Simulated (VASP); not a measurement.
# MgS (P6_3mc) in VASP: a series of runs

The runs below take MgS through single point, with PBEsol.

Program: VASP 6.6.1. These are calculated values, not measurements. Logs are shortened: lines on timing, memory, paths and dates and some standing lists are left out, and cuts for length are marked.

**1. The cell of the first run**

The structure is hexagonal, space group P6_3mc (No. 186). Conventional cell: a = 3.712 Å, b = 3.712 Å, c = 6.432 Å, α = 90.00°, β = 90.00°, γ = 120.00°. Mg (site symmetry 3m) has 4 S at 2.27 to 2.47 Å as nearest neighbours. Around S (site symmetry 3m) lie 4 Mg at 2.27 to 2.47 Å.

The cell comes from a database or a generator and needn't be the stable form of this composition.

**2. Single point, PBEsol (strain -0.080 along x and y, +0.000 along z, atoms carried along)**

Input file INCAR:

```
SYSTEM = MgS
PREC     = Accurate       ! precision mode
ENCUT    = 520            ! plane-wave cutoff, eV
EDIFF    = 1E-6           ! SCF threshold, eV
ISMEAR   = 0              ! smearing method
SIGMA    = 0.05           ! smearing width, eV
LREAL    = .False.        ! projectors in reciprocal space
LASPH    = .True.         ! aspherical terms in the spheres
NELM     = 60             ! most SCF steps
ALGO     = Normal         ! electronic algorithm
ISIF     = 2              ! what is computed and relaxed
LWAVE    = .False.        ! write WAVECAR
LCHARG   = .True.         ! write CHGCAR
GGA      = PS             ! functional
LELF     = .True.         ! ELF
LVHAR    = .True.       
NBANDS   = 16             ! bands
```

Input file KPOINTS:

```
regular mesh
0
Gamma
  6 6 4
  0 0 0
```

Input file POSCAR:

```
MgS
1.0
    3.7118526143      0.0000000000      0.0000000000
   -1.8559263071      3.2145586591      0.0000000000
    0.0000000000      0.0000000000      6.4322941800
Mg S
2 2
Direct
    0.6666666667      0.3333333333      0.4957548500
    0.3333333333      0.6666666667      0.9957548500
    0.3333333333      0.6666666667      0.3792441500
    0.6666666667      0.3333333333      0.8792441500
```

Potentials or basis: VASP PAW PBE potentials, release 64 (Mg, S).

On the command line:

```sh
> cat potpaw_PBE.64/Mg/POTCAR potpaw_PBE.64/S/POTCAR > POTCAR
> mpirun -np 1 vasp_std > vasp.out
```

OUTCAR:

```text
SYSTEM = MgS
   PREC = Accurate
   ENCUT = 520
   EDIFF = 1E-6
   ISMEAR = 0
   LREAL = .False.
   LASPH = .True.
   NELM = 60
   ISIF = 2
   GGA = PS

 ion  position               nearest neighbor table
   1  0.667  0.333  0.496-   3 2.27   3 2.27   3 2.27   4 2.47
   2  0.333  0.667  0.996-   4 2.27   4 2.27   4 2.27   3 2.47
   3  0.333  0.667  0.379-   1 2.27   1 2.27   1 2.27   2 2.47
   4  0.667  0.333  0.879-   2 2.27   2 2.27   2 2.27   1 2.47

  LATTYP: Found a hexagonal cell.
 ALAT       =     3.7118526143
 C/A-ratio  =     1.7329066772

  Lattice vectors:

 A1 = (   3.7118526143,   0.0000000000,   0.0000000000)
 A2 = (  -1.8559263071,   3.2145586591,   0.0000000000)
 A3 = (   0.0000000000,   0.0000000000,   6.4322941800)

Analysis of symmetry for initial positions (statically):
=====================================================================
 Subroutine PRICEL returns:
 Original cell was already a primitive cell.

 Routine SETGRP: Setting up the symmetry group for a
 hexagonal supercell.

 Subroutine GETGRP returns: Found 12 space group operations
 (whereof  6 operations were pure point group operations)
 out of a pool of 24 trial point group operations.

The static configuration has the point symmetry C_3v.
 The point group associated with its full space group is C_6v.

Analysis of symmetry for dynamics (positions and initial velocities):
=====================================================================
 Subroutine PRICEL returns:
 Original cell was already a primitive cell.

 Routine SETGRP: Setting up the symmetry group for a
 hexagonal supercell.

 Subroutine GETGRP returns: Found 12 space group operations
 (whereof  6 operations were pure point group operations)
 out of a pool of 24 trial point group operations.

The dynamic configuration has the point symmetry C_3v.
 The point group associated with its full space group is C_6v.

 Subroutine INISYM returns: Found 12 space group operations
 (whereof  6 operations are pure point group operations),
 and found     1 'primitive' translations

----------------------------------------------------------------------------------------

                                     Primitive cell

  volume of cell :      76.7499

  direct lattice vectors                    reciprocal lattice vectors
     3.711852614  0.000000000  0.000000000     0.269407249  0.155542347  0.000000000
    -1.855926307  3.214558659  0.000000000     0.000000000  0.311084695  0.000000000
     0.000000000  0.000000000  6.432294180     0.000000000  0.000000000  0.155465526

  length of vectors
     3.711852614  3.711852614  6.432294180     0.311084695  0.311084695  0.155465526

  position of ions in fractional coordinates (direct lattice)
     0.666666667  0.333333333  0.495754850
     0.333333333  0.666666667  0.995754850
     0.333333333  0.666666667  0.379244150
     0.666666667  0.333333333  0.879244150

  ion indices of the primitive-cell ions
   primitive index   ion index
                 1           1
                 2           2
                 3           3
                 4           4

----------------------------------------------------------------------------------------

 KPOINTS: regular mesh

Automatic generation of k-mesh.
 Grid dimensions read from file:
 generate k-points for:    6    6    4

 Generating k-lattice:

  Cartesian coordinates                     Fractional coordinates (reciprocal lattice)
     0.044901208  0.025923725  0.000000000     0.166666667  0.000000000  0.000000000
     0.000000000  0.051847449  0.000000000     0.000000000  0.166666667  0.000000000
     0.000000000  0.000000000  0.038866382     0.000000000  0.000000000  0.250000000

  Length of vectors
     0.051847449  0.051847449  0.038866382

  Shift w.r.t. Gamma in fractional coordinates (k-lattice)
     0.000000000  0.000000000  0.000000000

 Subroutine IBZKPT returns following result:
 ===========================================

 Found     21 irreducible k-points:

 Following reciprocal coordinates:
            Coordinates               Weight
  0.000000  0.000000  0.000000      1.000000
  0.166667  0.000000  0.000000      6.000000
  0.333333  0.000000  0.000000      6.000000
  0.500000  0.000000  0.000000      3.000000
  0.166667  0.166667  0.000000      6.000000
  0.333333  0.166667  0.000000     12.000000
[... 13 lines left out ...]
  0.333333  0.166667  0.500000     12.000000
  0.333333  0.333333  0.500000      2.000000
   k-points           NKPTS =     21   k-points in BZ     NKDIM =     21   number of bands    NBANDS=     16
   number of dos      NEDOS =    301   number of ions     NIONS =      4
   total plane-waves  NPLWV =  37632
   dimension x,y,z NGX =    28 NGY =   28 NGZ =   48
   dimension x,y,z NGXF=    56 NGYF=   56 NGZF=   96
   ions per type =               2   2
   NGX,Y,Z   is equivalent  to a cutoff of  12.54, 12.54, 12.41 a.u.
   NGXF,Y,Z  is equivalent  to a cutoff of  25.08, 25.08, 24.81 a.u.
 SYSTEM =  MgS
   PREC   = accura    normal or accurate (medium, high low for compatibility)
   ISTART =      0    job   : 0-new  1-cont  2-samecut
   ICHARG =      2    charge: 1-file 2-atom 10-const
   ISPIN  =      1    spin polarized calculation?
   LNONCOLLINEAR =      F non collinear calculations
   LSORBIT =      F    spin-orbit coupling
   LASPH  =      T    aspherical Exc in radial PAW
   ENCUT  =  520.0 eV  38.22 Ry    6.18 a.u.   6.90  6.90 11.96*2*pi/ulx,y,z
   NELM   =     60;   NELMIN=  2; NELMDL= -5     # of ELM steps
   EDIFF  = 0.1E-05   stopping-criterion for ELM
   LREAL  =      F    real-space projection
   EDIFFG = 0.1E-04   stopping-criterion for IOM
   NSW    =      0    number of steps for IOM
   IBRION =     -1    ionic relax: 0-MD 1-quasi-New 2-CG
   NFREE  =      0    steps in history (QN), initial steepest desc. (CG)
   ISIF   =      2    stress and relaxation
   ISYM   =      2    0-nonsym 1-usesym 2-fastsym
   POTIM  = 0.5000    time-step for ionic-motion
   TEBEG  =    0.0;   TEEND  =   0.0 temperature during run
   PSTRESS=    0.0 pullay stress
   NELECT =      16.0000    total number of electrons
   NUPDOWN=      -1.0000    fix difference up-down
   EMIN   =  10.00;   EMAX   =-10.00  energy-range for DOS
   EFERMI =   0.00;   METHOD = LEGACY
   ISMEAR =     0;   SIGMA  =   0.05  broadening in eV -4-tet -1-fermi 0-gaus
   EFERMI_NEDOS =   21; number of points for ismear=-14 and -15
   IALGO  =     38    algorithm
   IMIX   =      4    mixing-type and parameters
     AMIX     =   0.40;   BMIX     =  1.00
     AMIX_MAG =   1.60;   BMIX_MAG =  1.00
  volume/ion in A,a.u.               =      19.19       129.48
  Fermi-wavevector in a.u.,A,eV,Ry     =   0.970709  1.834373 12.820430  0.942275
  Thomas-Fermi vector in A             =   2.100866
   LORBIT       =      0    0 simple, 1 ext, 2 COOP (PROOUT), +10 PAW based schemes
   GGA     = PS    functional components
   LHFCALC =     F    Hartree Fock is set to
   AEXX    =    0.0000 exact exchange contribution
   IVDW    =     0    specifies the selected vdW correction
   LEPSILON=     F    determine dielectric tensor
   LRPA    =     F    only Hartree local field effects (RPA)
 non-spin polarized calculation
 Gauss-broadening in eV      SIGMA  =   0.05
  energy-cutoff  :      520.00
  volume of cell :       76.75
 maximum number of plane-waves:      2082
 NGX is ok and might be reduce to    28
   NGX = 13   NGY = 13   NGZ = 23

 number of electron      15.9999998 magnetization

 Free energy of the ion-electron system (eV)
  ---------------------------------------------------
  ext. energy  EPLUGINS =         0.00000000
  ---------------------------------------------------
  free energy    TOTEN  =       -17.19068823 eV

  energy without entropy =      -17.19068823  energy(sigma->0) =      -17.19068823

 E-fermi :   2.5049     XC(G=0):  -9.2301

 val. band max:        2.2198550672   @ k =   0.0000   0.0000   0.0000
 cond. band min:       6.3075660085   @ k =   0.0000   0.0000   0.0000
 fundamental gap:      4.0877109413
 Fermi energy:         2.5048852248

 k-point     1 :       0.0000    0.0000    0.0000
  band No.  band energies     occupation
      1      -9.7716      2.00000
      2      -8.9234      2.00000
      3      -1.6800      2.00000
      4       1.8754      2.00000
      5       1.8754      2.00000
      6       2.0511      2.00000
[... 8 lines left out ...]
     15      11.2679      0.00000
     16      11.9614      0.00000

 k-point     2 :       0.1667    0.0000    0.0000
  band No.  band energies     occupation
      1      -9.5710      2.00000
      2      -8.7930      2.00000
      3      -1.4001      2.00000
      4       0.8343      2.00000
      5       1.2232      2.00000
      6       1.6067      2.00000
[... 8 lines left out ...]
     15      11.1298      0.00000
     16      11.4371      0.00000

 k-point     3 :       0.3333    0.0000    0.0000
  band No.  band energies     occupation
      1      -9.0841      2.00000
      2      -8.5380      2.00000
      3      -0.7917      2.00000
      4      -0.5953      2.00000
      5      -0.1949      2.00000
      6       1.1913      2.00000
[... 8 lines left out ...]
     15      11.5212      0.00000
     16      13.3864      0.00000

 k-point     4 :       0.5000    0.0000    0.0000
  band No.  band energies     occupation
      1      -8.7411      2.00000
      2      -8.4581      2.00000
      3      -1.4218      2.00000
      4      -0.8281      2.00000
      5       0.0746      2.00000
      6       1.0164      2.00000
[... 8 lines left out ...]
     15      11.1079      0.00000
     16      14.0764      0.00000
[... 267 lines left out ...]
 k-point    19 :       0.1667    0.1667    0.5000
  band No.  band energies     occupation
      1      -8.9299      2.00000
      2      -8.9299      2.00000
      3      -0.5247      2.00000
      4      -0.5247      2.00000
      5       0.9375      2.00000
      6       0.9375      2.00000
[... 8 lines left out ...]
     15      11.6680      0.00000
     16      11.6680      0.00000

 k-point    20 :       0.3333    0.1667    0.5000
  band No.  band energies     occupation
      1      -8.6033      2.00000
      2      -8.6033      2.00000
      3      -1.1491      2.00000
      4      -1.1491      2.00000
      5       0.5421      2.00000
      6       0.5421      2.00000
[... 8 lines left out ...]
     15      12.6986      0.00000
     16      12.6986      0.00000

 k-point    21 :       0.3333    0.3333    0.5000
  band No.  band energies     occupation
      1      -8.4884      2.00000
      2      -8.4884      2.00000
      3      -0.9027      2.00000
      4      -0.9027      2.00000
      5      -0.3045      2.00000
      6      -0.3045      2.00000
[... 8 lines left out ...]
     15      12.0797      0.00000
     16      12.0797      0.00000

------------------------ aborting loop because EDIFF is reached ----------------------------------------

  FORCE on cell =-STRESS in cart. coord.  units (eV):
  Direction    XX          YY          ZZ          XY          YZ          ZX
  --------------------------------------------------------------------------------------
  -------------------------------------------------------------------------------------
  Total        8.9817558      8.9817558      2.3132923      0.0000000      0.0000000      0.0000000
  in kB      187.4967941    187.4967941     48.2906578      0.0000000      0.0000000      0.0000000
  external PRESSURE =     141.0947487 kB  Pullay stress =       0.0000000 kB

 VOLUME and BASIS-vectors are now :
 -----------------------------------------------------------------------------
  energy-cutoff  :      520.00
  volume of cell :       76.75
      direct lattice vectors                 reciprocal lattice vectors
     3.711852614  0.000000000  0.000000000     0.269407249  0.155542347  0.000000000
    -1.855926307  3.214558659  0.000000000     0.000000000  0.311084695  0.000000000
     0.000000000  0.000000000  6.432294180     0.000000000  0.000000000  0.155465526

 POSITION                                       TOTAL-FORCE (eV/Angst)
 -----------------------------------------------------------------------------------
      1.85593      1.07152      3.18884         0.000000      0.000000      1.027168
     -0.00000      2.14304      6.40499         0.000000     -0.000000      1.027168
     -0.00000      2.14304      2.43941        -0.000000      0.000000     -1.027168
      1.85593      1.07152      5.65556         0.000000     -0.000000     -1.027168
 -----------------------------------------------------------------------------------
    total drift:                               -0.000000      0.000000      0.000218

  FREE ENERGIE OF THE ION-ELECTRON SYSTEM (eV)
  ---------------------------------------------------
  free  energy   TOTEN  =       -17.1906882268 eV

  energy  without entropy=      -17.1906882268  energy(sigma->0) =      -17.19068823
```

Run time: 14 s. Hardware: 1 thread of AMD EPYC 9R45 (Zen 5), shared host; peak memory 0.15 GiB.

Results:

| Quantity | Value |
| --- | --- |
| Free energy | -17.1907 eV |
| Pressure | 14.1 GPa |
| Largest force | 1.027 eV/Å |
| Band gap on the k mesh | 4.09 eV, direct |

Forces in eV/Å, atoms in the order of the input:
```
Mg   0.000  0.000  1.027
Mg   0.000  0.000  1.027
S    0.000  0.000 -1.027
S    0.000  0.000 -1.027
```

Stress tensor (GPa, compression positive):
```
18.75  0.00  0.00
 0.00 18.75  0.00
 0.00  0.00  4.83
```

Caveat: the PAW data sets were made with another functional, which shifts forces and pressure a little. A k mesh can miss the band edges.

**3. Single point, PBEsol (strain -0.080 along x and y, +0.080 along z, atoms carried along)**

Input file INCAR:

```
PREC     = Accurate       # precision mode
ENCUT    = 520            # plane-wave cutoff, eV
EDIFF    = 1E-7           # SCF threshold, eV
ISMEAR   = 0              # smearing method
SIGMA    = 0.05           # smearing width, eV
LREAL    = False          # projectors in reciprocal space
LASPH    = True           # aspherical terms in the spheres
NELM     = 60             # most SCF steps
ALGO     = Fast           # electronic algorithm
ISIF     = 2              # what is computed and relaxed
LWAVE    = False          # write WAVECAR
LCHARG   = False          # write CHGCAR
GGA      = PS             # functional
NBANDS   = 16             # bands
```

Input file KPOINTS:

```
regular mesh
0
Gamma
  6 6 4
```

Edit POSCAR of step 2 so:

```diff
@@ -4,3 +4,3 @@
    -1.8559263071      3.2145586591      0.0000000000
-    0.0000000000      0.0000000000      6.4322941800
+    0.0000000000      0.0000000000      6.9468777144
 Mg S
```

Potentials or basis: VASP PAW PBE potentials, release 64 (Mg, S).

On the command line:

```sh
> cat potpaw_PBE.64/Mg/POTCAR potpaw_PBE.64/S/POTCAR > POTCAR
> mpirun -np 1 vasp_std > vasp.out
```

Wall time 19 s (1 thread of AMD EPYC 9R45 (Zen 5), shared host); peak memory 0.16 GiB.

It converged, with:

```
Free energy            : -17.2012 eV
Pressure               : 8.6 GPa
Largest force          : 1.220 eV/Å
Band gap on the k mesh : 3.30 eV, direct
```

Forces on the atoms (eV/Å):
```
Mg   0.000  0.000  1.220
Mg   0.000  0.000  1.220
S    0.000  0.000 -1.220
S    0.000  0.000 -1.220
```

Stress tensor (GPa, compression positive):
```
14.57  0.00  0.00
 0.00 14.57  0.00
 0.00  0.00 -3.34
```

Levels at points of the mesh, in eV from the valence-band top:
```tsv
k point	band 4	band 5	band 6	band 7	band 8	band 9	band 10	band 11	band 12	band 13
(0.00, 0.00, 0.00)	-0.52	-0.22	-0.22	0.00	0.00	3.30	5.74	7.23	8.22	8.22
(0.50, 0.00, 0.00)	-3.13	-1.98	-1.05	-1.04	-0.57	4.53	5.02	5.73	7.66	7.86
(0.00, 0.00, 0.50)	-2.45	-0.11	-0.11	-0.11	-0.11	5.49	5.49	7.06	7.06	8.38
(0.50, 0.00, 0.50)	-3.53	-1.16	-1.16	-0.82	-0.82	4.23	4.23	6.11	6.11	9.18
```

Caveat: the PAW data sets were made with another functional, which shifts forces and pressure a little.

(Part 1 of 2 ends here.)
